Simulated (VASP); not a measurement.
A VASP 6.6.1 single-point calculation on InP

INCAR

```
ISYM = 1
METAGGA = MBJ
ISIF = 2
ENCUT = 520
LWAVE = .FALSE.
IBRION = -1
PREC = Accurate
SIGMA = 0.01
NBANDS = 16
NELM = 52
LCHARG = .FALSE.
EDIFF = 1E-7
NSW = 0
LREAL = .FALSE.
LASPH = .TRUE.
ALGO = Normal
ISMEAR = 0
```

KPOINTS

```
KPOINTS created by Atomic Simulation Environment
0
Gamma
8 8 8
0 0 0
```

POSCAR

```
In P
 1.0000000000000000
     0.0000000000000000    2.9242497584999998    2.9242497584999998
     2.9242497584999998    0.0000000000000000    2.9242497584999998
     2.9242497584999998    2.9242497584999998    0.0000000000000000
 In  P
   1   1
Cartesian
  0.0000000000000000  0.0000000000000000  0.0000000000000000
  1.4621248792499999  1.4621248792499999  1.4621248792499999
```

The recommended PBE PAW datasets give the neutral cell 18 valence electrons.

Command

```
mpirun -np 1 vasp_std
```

Problem. How does this run end, and what does it give?

Solution. It didn't converge.

OSZICAR

```
N       E                     dE             d eps       ncg     rms          rms(c)
DAV:   1     0.425752012460E+03    0.42575E+03   -0.84192E+03   928   0.125E+03
DAV:   2     0.313513986399E+03   -0.11224E+03   -0.10738E+03  1040   0.288E+02
DAV:   3     0.306846038547E+03   -0.66679E+01   -0.66387E+01  1192   0.715E+01
DAV:   4     0.306651106785E+03   -0.19493E+00   -0.19487E+00  1296   0.124E+01
DAV:   5     0.306645741819E+03   -0.53650E-02   -0.53649E-02  1352   0.168E+00    0.110E+01
DAV:   6     0.307568293259E+03    0.92255E+00   -0.61762E+00  1168   0.592E+01    0.378E+00
DAV:   7     0.307883859999E+03    0.31557E+00   -0.88964E-01  1216   0.106E+01    0.314E+00
DAV:   8     0.307982035333E+03    0.98175E-01   -0.17419E-01  1248   0.399E+00    0.186E+00
DAV:   9     0.308295148220E+03    0.31311E+00   -0.54064E-02  1056   0.144E+00    0.519E-01
DAV:  10     0.308372650487E+03    0.77502E-01   -0.28052E-02  1280   0.190E+00    0.659E-01
...
DAV:  44     0.308554541792E+03   -0.98582E-03   -0.45653E-07  1056   0.333E-03    0.288E-02
DAV:  45     0.308552180948E+03   -0.23608E-02   -0.26277E-06   992   0.768E-03    0.201E-02
DAV:  46     0.308550569289E+03   -0.16117E-02   -0.20199E-06  1256   0.949E-03    0.170E-02
DAV:  47     0.308548775214E+03   -0.17941E-02   -0.15336E-06  1032   0.690E-03    0.113E-02
DAV:  48     0.308547464216E+03   -0.13110E-02   -0.12466E-06  1256   0.725E-03    0.843E-03
DAV:  49     0.308546349246E+03   -0.11150E-02   -0.60824E-07  1112   0.485E-03    0.517E-03
DAV:  50     0.308545772878E+03   -0.57637E-03   -0.27294E-07  1272   0.382E-03    0.392E-03
DAV:  51     0.308545244352E+03   -0.52853E-03   -0.93079E-08   704   0.176E-03    0.172E-03
DAV:  52     0.308545016373E+03   -0.22798E-03   -0.56931E-08   616   0.165E-03
   1 F= 0.30854502E+03 E0= 0.30854502E+03  d E =-.359424E-34
```

Standard output (part)

```
POSCAR found type information on POSCAR InP
 POSCAR found :  2 types and       2 ions
 LDA part: xc-table for (None), standard interpolation
 POSCAR, INCAR and KPOINTS ok, starting setup
 WAVECAR not read
 entering main loop
|     The electronic self-consistency was not achieved in the given           |
|     number of steps (NELM). The forces and other quantities evaluated       |
|     might not be reliable so examine the results carefully. If you find     |
|     spurious results, we suggest increasing NELM, if you were close to      |
|     convergence or switching to a different ALGO or adjusting the           |
|     density mixing parameters otherwise.                                    |
```
